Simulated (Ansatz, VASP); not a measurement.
**One calculation of Sb, two programs**

```
CELL_PARAMETERS angstrom
3.00200 0.00000 0.00000
0.00000 3.00200 0.00000
0.00000 0.00000 3.23900
ATOMIC_POSITIONS crystal
Sb 0.00000 0.00000 0.00000
```

Change from the starting cell: strain -0.050 along x and y, +0.025 along z, atoms carried along.

Alike in both runs: task single point; functional r2SCAN; k mesh 16 × 16 × 16; occupations gaussian, width 0.15 eV; no spin polarisation.

|  | VASP | Ansatz |
| --- | --- | --- |
| version | VASP 6.6.1 | Ansatz 0.2.0 |
| potentials or method | VASP PAW PBE potentials, release 64 (Sb) | scalar-relativistic, plane waves, PAW |
| plane-wave cutoff (eV) | 520 | 500 |
| valence electrons in the cell | 5 | 15 |

```csv
,VASP,Ansatz,Ansatz less VASP
gap on the k mesh at the Fermi level (eV),none,none,-
pressure (GPa),1.3,1.3,-0.05
largest component of the traceless stress (GPa),6.27,6.23,-0.047
```

A gap of «none» marks a metal or a gap that the smearing closes. With one functional, cell and mesh, what is left measures potentials, basis and numerics. The two sets of potentials don't hold the same shells in valence.

Caveats: the PAW data sets were made with another functional, which shifts forces and pressure a little (VASP). Spin-orbit coupling is left out, which matters for the levels of Sb.
